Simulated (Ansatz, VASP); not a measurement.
# CuI (Marshite): VASP beside Ansatz, part 2 of 2

Aim: how closely do two programs agree when they are given the same cell, functional and k mesh? The cell is taken from a series of VASP runs on this material, whose earlier steps may have relaxed, scaled or displaced it; both programs get it as it stands.

VASP 6.6.1 and Ansatz 0.2.0.

So far: Starting point; Ansatz: relaxation of cell and atoms, r2SCAN with rVV10.

## 3. VASP: relaxation of cell and atoms, r2SCAN with rVV10

Level of this step: r2SCAN with rVV10; plane waves and PAW (I, Cu) (VASP).

The same cell, functional, mesh and smearing now go to VASP, with its own data sets and cutoff.

Lines of VASP's logs that name or quote its potential files are left out, and so is its time.

File INCAR:

```
SYSTEM = CuI
PREC = Accurate
ENCUT = 450
EDIFF = 1E-06
NELM = 100
ISMEAR = 0
SIGMA = 0.03
LREAL = .FALSE.
ALGO = Normal
METAGGA = R2SCAN
LUSE_VDW = .TRUE.
IVDW_NL = 2
BPARAM = 11.95
CPARAM = 0.0093
LASPH = .TRUE.
NBANDS = 15
LORBIT = 11
LWAVE = .FALSE.
LCHARG = .FALSE.
KPAR = 2
IBRION = 2
NSW = 50
ISIF = 3
EDIFFG = -0.01
```

File POSCAR:

```
CuI
1.0
    0.0000000000      2.9915341833      2.9915341833
    2.9915341833      0.0000000000      2.9915341833
    2.9915341833      2.9915341833      0.0000000000
I Cu
1 1
Direct
    0.0000000000      0.0000000000      0.0000000000
    0.7500000000      0.7500000000      0.7500000000
```

File KPOINTS:

```
Automatic mesh
0
Gamma
6 6 6
0 0 0
```

Potentials, in the order of the species: I and Cu (PBE family, release 64).

Run with:

```bash
$ mpirun -np 2 vasp_std
```

Numbers of over 12 decimals in the logs are rounded to 6 here.

What it wrote:

```text
[banner, memory and clock lines left out]
running    2 mpi-ranks, on    1 nodes
 distrk:  each k-point on    1 cores,    2 groups
 distr:  one band on    1 cores,    1 groups

 POSCAR found type information on POSCAR I Cu
 POSCAR found :  2 types and       2 ions
|                                                                             |
|               ----> ADVICE to this user running VASP <----                  |
|                                                                             |
|     You have switched on vdW-DFT.                                           |
|     This routine was written and supplied by Jiri Klimes. We recommend      |
|     that you carefully read and cite the following publications:            |
|       J. Klimes, D.R. Bowler, A. Michelides                                 |
|          J. Phys.: Cond Matt. 22 022201 (2010)                              |
|       J. Klimes, D.R. Bowler, A. Michelides                                 |
|          Phys. Rev. B. 83, 195131 (2011)                                    |
|     and references therein.                                                 |
|                                                                             |

|                                                                             |
|               ----> ADVICE to this user running VASP <----                  |
|                                                                             |
|     You enforced a specific xc type in the INCAR file but a different       |
|     [... a line on the potential file left out ...]
|     I HOPE YOU KNOW WHAT YOU ARE DOING!                                     |
|                                                                             |

 LDA part: xc-table for (None), standard interpolation
 POSCAR, INCAR and KPOINTS ok, starting setup
 FFT: planning ... GRIDC
 FFT: planning ... GRID_SOFT
 FFT: planning ... GRID
 WAVECAR not read
 entering main loop
       N       E                     dE             d eps       ncg     rms          rms(c)
Total rVV10 correction in eV:      0.5473266    21.4207749
Total rVV10 correction in eV:      0.5473266    21.4207749
DAV:   1     0.617738741940E+02    0.61774E+02   -0.71567E+03   480   0.118E+03
DAV:   2    -0.324211643499E+02   -0.94195E+02   -0.86621E+02   494   0.232E+02
DAV:   3    -0.383957615466E+02   -0.59746E+01   -0.58722E+01   627   0.658E+01
DAV:   4    -0.385546038220E+02   -0.15884E+00   -0.15878E+00   550   0.100E+01
DAV:   5    -0.385619543147E+02   -0.73505E-02   -0.73503E-02   696   0.247E+00    0.621E+00
Total rVV10 correction in eV:      0.5399601    21.4207759
Total rVV10 correction in eV:      0.5399601    21.4207759
DAV:   6    -0.356229067890E+02    0.29390E+01   -0.73132E+00   501   0.705E+01    0.487E+00
Total rVV10 correction in eV:      0.5450031    21.4207760
Total rVV10 correction in eV:      0.5450031    21.4207760
DAV:   7    -0.352332428885E+02    0.38966E+00   -0.12037E+00   599   0.397E+01    0.246E+00
Total rVV10 correction in eV:      0.5513491    21.4207760
Total rVV10 correction in eV:      0.5513491    21.4207760
DAV:   8    -0.352805621756E+02   -0.47319E-01   -0.52600E-01   607   0.210E+01    0.151E+00
Total rVV10 correction in eV:      0.5504467    21.4207760
Total rVV10 correction in eV:      0.5504467    21.4207760
DAV:   9    -0.352343766126E+02    0.46186E-01   -0.19104E-01   515   0.129E+01    0.993E-02
Total rVV10 correction in eV:      0.5510500    21.4207760
Total rVV10 correction in eV:      0.5510500    21.4207760
DAV:  10    -0.352357612996E+02   -0.13847E-02   -0.65603E-03   578   0.652E-01    0.111E-01
Total rVV10 correction in eV:      0.5510338    21.4207760
Total rVV10 correction in eV:      0.5510338    21.4207760
DAV:  11    -0.352358552466E+02   -0.93947E-04   -0.10454E-03   656   0.932E-01    0.870E-02
Total rVV10 correction in eV:      0.5514326    21.4207760
Total rVV10 correction in eV:      0.5514326    21.4207760
DAV:  12    -0.352357932659E+02    0.61981E-04   -0.17966E-04   768   0.331E-01    0.395E-02
Total rVV10 correction in eV:      0.5514318    21.4207760
Total rVV10 correction in eV:      0.5514318    21.4207760
DAV:  13    -0.352357657730E+02    0.27493E-04   -0.78131E-05   599   0.281E-01    0.134E-02
Total rVV10 correction in eV:      0.5514510    21.4207760
Total rVV10 correction in eV:      0.5514510    21.4207760
DAV:  14    -0.352357661605E+02   -0.38748E-06   -0.18290E-05   783   0.753E-02    0.637E-03
Total rVV10 correction in eV:      0.5514642    21.4207760
Total rVV10 correction in eV:      0.5514642    21.4207760
DAV:  15    -0.352357669967E+02   -0.83616E-06   -0.80816E-07   310   0.174E-02
Total rVV10 correction in eV:      0.5514777    21.4207760
Total rVV10 correction in eV:      0.5514777    21.4207760
Total rVV10 correction in eV:      0.5514892    21.4207760
Total rVV10 correction in eV:      0.5514892    21.4207760
   1 F= -.35235767E+02 E0= -.35235767E+02  d E =-.352358E+02
 curvature:   0.00 expect dE= 0.000E+00 dE for cont linesearch  0.000E+00
 trial: gam= 0.00000 g(F)=  0.147E-42 g(S)=  0.860E-04 ort = 0.000E+00 (trialstep = 0.100E+01)
 search vector abs. value=  0.860E-04
 bond charge predicted
       N       E                     dE             d eps       ncg     rms          rms(c)
Total rVV10 correction in eV:      0.5515405    21.4207760
Total rVV10 correction in eV:      0.5515405    21.4207760
DAV:   1    -0.352374361955E+02   -0.16700E-02   -0.25561E-02   480   0.370E+00    0.324E-01
Total rVV10 correction in eV:      0.5508445    21.4207759
Total rVV10 correction in eV:      0.5508445    21.4207759
DAV:   2    -0.352363128830E+02    0.11233E-02   -0.13537E-02   480   0.359E+00    0.124E-01
Total rVV10 correction in eV:      0.5509608    21.4207759
Total rVV10 correction in eV:      0.5509608    21.4207759
DAV:   3    -0.352357978825E+02    0.51500E-03   -0.25232E-03   487   0.166E+00    0.570E-02
Total rVV10 correction in eV:      0.5507847    21.4207759
Total rVV10 correction in eV:      0.5507847    21.4207759
DAV:   4    -0.352357542602E+02    0.43622E-04   -0.18011E-04   600   0.141E-01    0.171E-02
Total rVV10 correction in eV:      0.5508258    21.4207759
Total rVV10 correction in eV:      0.5508258    21.4207759
DAV:   5    -0.352357564986E+02   -0.22384E-05   -0.89820E-06   741   0.490E-02    0.108E-02
Total rVV10 correction in eV:      0.5508228    21.4207759
Total rVV10 correction in eV:      0.5508228    21.4207759
DAV:   6    -0.352357598586E+02   -0.33599E-05   -0.13445E-06   462   0.187E-02    0.236E-03
Total rVV10 correction in eV:      0.5508114    21.4207759
Total rVV10 correction in eV:      0.5508114    21.4207759
DAV:   7    -0.352357602734E+02   -0.41485E-06   -0.56319E-07   296   0.128E-02
Total rVV10 correction in eV:      0.5508058    21.4207759
Total rVV10 correction in eV:      0.5508058    21.4207759
Total rVV10 correction in eV:      0.5508082    21.4207759
Total rVV10 correction in eV:      0.5508082    21.4207759
   2 F= -.35235760E+02 E0= -.35235760E+02  d E =0.672326E-05
 trial-energy change:    0.000007  1 .order   -0.000028   -0.000086    0.000030
 step:   0.7423(harm=  0.7423)  dis= 0.00000  next Energy=   -35.235799 (dE=-0.319E-04)
 reached required accuracy - stopping structural energy minimisation
```

Parts of OUTCAR (step 3):

```text
ion  position               nearest neighbor table
   1  0.000  0.000  0.000-   2 2.59   2 2.59   2 2.59   2 2.59
   2  0.750  0.750  0.750-   1 2.59   1 2.59   1 2.59   1 2.59

  LATTYP: Found a face centered cubic cell.
 ALAT       =     5.9830683666

 Subroutine GETGRP returns: Found 24 space group operations
 (whereof 24 operations were pure point group operations)

The static configuration has the point symmetry T_d .

 Found     16 irreducible k-points:

   k-points           NKPTS =     16   k-points in BZ     NKDIM =     16   number of bands    NBANDS=     15

   dimension x,y,z NGX =    30 NGY =   30 NGZ =   30
   dimension x,y,z NGXF=    60 NGYF=   60 NGZF=   60

   ENCUT  =  450.0 eV  33.07 Ry    5.75 a.u.   7.32  7.32  7.32*2*pi/ulx,y,z

   NELECT =      18.0000    total number of electrons

 k-points in reciprocal lattice and weights: Automatic mesh
   0.00000000  0.00000000  0.00000000       0.005
   0.16666667  0.00000000  0.00000000       0.037
   0.33333333  0.00000000  0.00000000       0.037
   0.50000000  0.00000000  0.00000000       0.019
   0.16666667  0.16666667  0.00000000       0.028
   0.33333333  0.16666667  0.00000000       0.111
   0.50000000  0.16666667  0.00000000       0.111
  -0.33333333  0.16666667  0.00000000       0.111
  -0.16666667  0.16666667  0.00000000       0.056
[...]
-0.33333333  0.33333333  0.16666667       0.111
  -0.33333333  0.50000000  0.16666667       0.056

 average (electrostatic) potential at core
       1 -97.0111       2 -71.0868

 E-fermi :   4.8435

 k-point     1 :       0.0000    0.0000    0.0000
  band No.  band energies     occupation
    ...
      5       2.6928      2.00000
      6       2.6928      2.00000
      7       4.7155      2.00000
      8       4.7155      2.00000
      9       4.7155      2.00000
     10       6.4023      0.00000
     11       9.8839      0.00000
     12       9.8841      0.00000
     13       9.8841      0.00000
     14      13.3547      0.00000
    ...

 k-point     2 :       0.1667    0.0000    0.0000
  band No.  band energies     occupation
    ...
      5       2.6826      2.00000
      6       2.6827      2.00000
      7       3.8021      2.00000
      8       4.5003      2.00000
      9       4.5004      2.00000
     10       7.3003      0.00000
     11       9.9212      0.00000
     12      10.2605      0.00000
     13      10.2606      0.00000
     14      13.8446      0.00000
    ...

 k-point     3 :       0.3333    0.0000    0.0000
  band No.  band energies     occupation
    ...
      5       2.6937      2.00000
      6       2.6938      2.00000
      7       3.0125      2.00000
      8       4.1161      2.00000
      9       4.1162      2.00000
     10       7.3831      0.00000
     11      10.4954      0.00000
     12      10.4955      0.00000
     13      11.6118      0.00000
     14      13.7506      0.00000
    ...

  Total        0.0119659      0.0119659      0.0119659     -0.0000000      0.0000000      0.0000000
  in kB        0.3589457      0.3589457      0.3589457     -0.0000000      0.0000000      0.0000000
  external PRESSURE =       0.3589457 kB  Pullay stress =       0.0000000 kB

  energy-cutoff  :      450.00
  volume of cell :       53.41
      direct lattice vectors                 reciprocal lattice vectors
     0.000000000  2.989047211  2.989047211    -0.167277385  0.167277385  0.167277385
     2.989047211  0.000000000  2.989047211     0.167277385 -0.167277385  0.167277385
     2.989047211  2.989047211  0.000000000     0.167277385  0.167277385 -0.167277385

 POSITION                                       TOTAL-FORCE (eV/Angst)
 -----------------------------------------------------------------------------------
      0.00000      0.00000      0.00000         0.000000     -0.000000      0.000000
      4.48357      4.48357      4.48357        -0.000000      0.000000     -0.000000
 -----------------------------------------------------------------------------------
    total drift:                                0.000008      0.000008      0.000008

  FREE ENERGIE OF THE ION-ELECTRON SYSTEM (eV)
  ---------------------------------------------------
  free  energy   TOTEN  =       -35.2357602734 eV

  energy  without entropy=      -35.2357602734  energy(sigma->0) =      -35.23576027

 reached required accuracy - stopping structural energy minimisation

 total charge
# of ion       s       p       d       tot
------------------------------------------
    1        1.490   2.816   0.060   4.365
    2        0.333   0.294   9.355   9.983
--------------------------------------------------
tot          1.823   3.110   9.415  14.348

[... 3 further parts left out ...]
```

## 4. Differences

Known differences besides the potentials themselves: VASP keeps PBE cores, Ansatz makes them for the functional; both relaxations stop at a tolerance, which leaves soft axes loose, and VASP keeps its plane-wave basis; the data sets hold 36 valence electrons in Ansatz (default PAW (the set named soft_2) files) and 18 in VASP; the cutoff is 500 eV in Ansatz and 450 eV in VASP; Ansatz adds a Pulay correction to the stress that steers its cell, VASP none. Total energies have different zeros and are not compared.

Both answers:

| quantity | Ansatz | VASP | difference |
| --- | --- | --- | --- |
| volume (Å³) | 53.47 | 53.41 | +0.12 % |
| edge a after relaxation, in the typed setting (Å) | 4.229 | 4.227 | +0.04 % |

The walks stopped with 0.00 GPa left in Ansatz and 0.04 GPa in VASP; each walk ends within a tolerance, so the volume difference is uncertain by about these residues over the bulk modulus, most in soft cells.

## 5. Results

```json
{
 "difference in volume (relaxation of cell and atoms, r2SCAN with rVV10)": "0.12 %"
}
```

**Reading.** The difference in volume is 0.12 % (relaxation of cell and atoms, r2SCAN with rVV10), within the 1.2 % picked in this series as the mark of a large difference, as far as the stopping tolerances let one tell. How closely two codes agree says nothing of how well the functional describes the real material.

[Lines on the potential files, build, host, timing and source positions are cut from VASP's logs without a mark.]

[Logs are printed without paths, hosts, clocks, repeated set-up lines and the standing remarks that a program may print on its own settings, such as how far it seeks lower states.]

[Hosts, paths, dates, database ids (printed as entryN), source tags and the programs' standing remarks are cut or masked in the printed files.]
